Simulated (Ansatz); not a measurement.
# InSe: the cost of one run

Program: Ansatz 0.2.0. Level of theory: DFT PBE, scalar-relativistic, plane waves, PAW. These are calculated values, not measurements.

### 1 The starting structure

The structure is hexagonal, space group P-6m2 (No. 187). Conventional cell: a = 4.047 Å, b = 4.047 Å, c = 18.052 Å, α = 90.00°, β = 90.00°, γ = 120.00°. In (site symmetry 3m) is surrounded by 3 Se at 2.65 Å and 1 In at 2.79 Å. Around Se (site symmetry 3m) lie 3 In at 2.65 Å.

Coordinates:

```
CELL_PARAMETERS angstrom
4.04733 0.00000 0.00000
-2.02366 3.50509 0.00000
0.00000 0.00000 18.05206
ATOMIC_POSITIONS crystal
In 0.00000 0.00000 0.57739
In 0.00000 0.00000 0.42261
In 0.33333 0.66667 0.92261
In 0.33333 0.66667 0.07739
Se 0.66667 0.33333 0.85300
Se 0.66667 0.33333 0.14700
Se 0.33333 0.66667 0.64702
Se 0.33333 0.66667 0.35298
```

The structure comes from the Materials Project (structure only).

### 2 Self-consistent density

The input, input.yaml:

```yaml
crystal:
  lattice:
    - [4.0473293151, 0.0, 0.0]
    - [-2.0236646576, 3.5050900044, 0.0]
    - [0.0, 0.0, 18.05206491]
  atoms:
    - { symbol: In, position: [0.0, 0.0, 0.57739368] }
    - { symbol: In, position: [0.0, 0.0, 0.42260632] }
    - { symbol: In, position: [0.33333333, 0.66666667, 0.92260951] }
    - { symbol: In, position: [0.33333333, 0.66666667, 0.07739049] }
    - { symbol: Se, position: [0.66666667, 0.33333333, 0.85300007] }
    - { symbol: Se, position: [0.66666667, 0.33333333, 0.14699993] }
    - { symbol: Se, position: [0.33333333, 0.66666667, 0.64701572] }
    - { symbol: Se, position: [0.33333333, 0.66666667, 0.35298428] }
basis:
  ecutwfc: 500
  fft_grid_basis: typed
kpoints:
  mp_grid: { grid: [9, 9, 2] }
hamiltonian:
  xc: pbe
scf:
  occupations: { method: gaussian, width: 0.05 }
output:
  forces: true
  stress: true
  eigenvalues: true
  bader: true
  write_density: true
  volumetric_format: npy
  elf: true
```

The run is started by

```bash
$ ansatz run input.yaml --threads 2 --pin off --max-ram 4096MiB --backend cpu --events-out ev --progress --plain --runs-dir out
```

Q: Estimate wall time and peak memory on 2 threads of Intel Xeon Platinum 8488C (Sapphire Rapids), shared host.

About 52 s, with a peak of 0.86 GiB.
